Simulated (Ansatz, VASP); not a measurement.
One calculation of PtS2, two programs

The input INCAR:

```
SYSTEM = PtS2
ALGO     = Normal         ! electronic algorithm
EDIFF    = 1E-6           ! SCF threshold, eV
ENCUT    = 520            ! plane-wave cutoff, eV
GGA      = PE             ! functional
ISIF     = 2              ! what is computed and relaxed
ISMEAR   = 0              ! smearing method
LASPH    = .True.         ! aspherical terms in the spheres
LCHARG   = .False.        ! write CHGCAR
LREAL    = .False.        ! projectors in reciprocal space
LWAVE    = .False.        ! write WAVECAR
NBANDS   = 18             ! bands
NELM     = 80             ! most SCF steps
PREC     = Accurate       ! precision mode
SIGMA    = 0.05           ! smearing width, eV
```

Contents of KPOINTS:

```
k-points
0
Gamma
  12 12 8
  0 0 0
```

File POSCAR:

```
PtS2
1.0
    3.5431994758      0.0000000000      0.0000000000
   -1.7715997379      3.0685007567      0.0000000000
    0.0000000000      0.0000000000      5.1647700000
Pt S
1 2
Direct
    0.0000000000      0.0000000000      0.0000000000
    0.3333333333      0.6666666667      0.2500000000
    0.6666666667      0.3333333333      0.7500000000
```

Input for Ansatz:

```yaml
crystal:
  lattice:
    - [3.5431994758, 0.0, 0.0]
    - [-1.7715997379, 3.0685007567, 0.0]
    - [0.0, 0.0, 5.16477]
  atoms:
    - { symbol: Pt, position: [0.0, 0.0, 0.0] }
    - { symbol: S, position: [0.3333333333, 0.6666666667, 0.25] }
    - { symbol: S, position: [0.6666666667, 0.3333333333, 0.75] }
basis:
  ecutwfc: 420
kpoints:
  mp_grid: { grid: [12, 12, 8] }
hamiltonian:
  xc: pbe
scf:
  occupations: { method: gaussian, width: 0.05 }
output:
  forces: true
  stress: true
  eigenvalues: true
```

Change from the starting cell: strain +0.000 along x and y, +0.025 along z, atoms carried along.

Alike in both runs: task single point; functional PBE; k mesh 12 × 12 × 8; occupations gaussian, width 0.05 eV; no spin polarisation.

|  | VASP | Ansatz |
| --- | --- | --- |
| version | VASP 6.6.1 | Ansatz 0.2.0 |
| potentials or method | VASP PAW PBE potentials, release 64 (Pt, S) | scalar-relativistic, plane waves, PAW |
| plane-wave cutoff (eV) | 520 | 420 |
| valence electrons in the cell | 22 | 30 |

|  | VASP | Ansatz | Ansatz less VASP |
| --- | --- | --- | --- |
| gap on the k mesh at the Fermi level (eV) | 0.61 | 0.61 | 0.000 |
| least direct gap on the mesh (eV) | 0.83 | 0.83 | -0.009 |
| pressure (GPa) | -0.6 | -0.2 | +0.42 |
| largest component of the traceless stress (GPa) | 2.15 | 2.26 | +0.112 |
| rms of the force components (eV/Å) | 0.337 | 0.319 | -0.0178 |

Atom by atom the forces differ by 0.018 eV/Å (rms over components). The two sets of potentials don't hold the same shells in valence.

Caveats: spin-orbit coupling is left out, which moves the levels of the heavy elements; the cell's inner coordinates are idealised or old, which leaves forces on the atoms. A k mesh can miss the band edges.
